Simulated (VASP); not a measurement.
From VASP inputs to Ansatz: YN (strained rocksalt)

INCAR

```
EDIFF = 1E-7
ALGO = Normal
IBRION = -1
LREAL = .FALSE.
PREC = Accurate
LWAVE = .FALSE.
LASPH = .TRUE.
NBANDS = 15
NELM = 120
NSW = 0
SIGMA = 0.02
ENCUT = 520
ISIF = 2
LCHARG = .FALSE.
ISMEAR = -1
METAGGA = R2SCAN
```

KPOINTS

```
KPOINTS created by Atomic Simulation Environment
0
Gamma
10 10 10
0 0 0
```

KPOINTS_OPT

```
special points
7
Reciprocal
0.0000000000 0.0000000000 0.0000000000 1
0.5000000000 0.0000000000 0.5000000000 1
0.6250000000 0.2500000000 0.6250000000 1
0.3750000000 0.3750000000 0.7500000000 1
0.5000000000 0.5000000000 0.5000000000 1
0.5000000000 0.2500000000 0.7500000000 1
0.0000000000 0.5000000000 0.5000000000 1
```

POSCAR

```
Y  N
 1.0000000000000000
     0.0000000000000000    2.3990871798000000    2.3990871798000000
     2.3990871798000000    0.0000000000000000    2.3990871798000000
     2.3990871798000000    2.3990871798000000    0.0000000000000000
 Y   N
   1   1
Cartesian
  0.0000000000000000  0.0000000000000000  0.0000000000000000
  2.3990871797999995  2.3990871797999995  2.3990871797999995
```

VASP ran with the recommended PBE PAW datasets (16 valence electrons in the cell).

Problem. Write an Ansatz input for this cell and level of theory.

Solution. 

```yaml
crystal:
  lattice:
    - [0.0, 2.3990871798, 2.3990871798]
    - [2.3990871798, 0.0, 2.3990871798]
    - [2.3990871798, 2.3990871798, 0.0]
  atoms:
    - { symbol: "Y", position: [0.0, 0.0, 0.0] }
    - { symbol: "N", position: [0.5, 0.5, 0.5] }
kpoints:
  mp_grid: { grid: [10, 10, 10] }
  band_path:
    path:
      - [0.0, 0.0, 0.0]
      - [0.5, 0.0, 0.5]
      - [0.625, 0.25, 0.625]
      - [0.375, 0.375, 0.75]
      - [0.5, 0.5, 0.5]
      - [0.5, 0.25, 0.75]
      - [0.0, 0.5, 0.5]
    npoints: 1
hamiltonian:
  xc: r2scan
scf:
  occupations: { method: fermi_dirac, width: 0.02 }
  n_extra_bands: 4
output:
  forces: true
  stress: true
  eigenvalues: true
```

Other inputs would serve too.

```csv
,VASP,Ansatz
gap between bands v and c,0.49 eV,0.47 eV
least direct gap,0.83 eV,0.82 eV
pressure,11.7 GPa,11.6 GPa
```

Datasets and cutoffs are each program's own. VASP's cell holds 16 valence electrons and Ansatz's 16. Ansatz's stress includes a Pulay correction; VASP's doesn't.
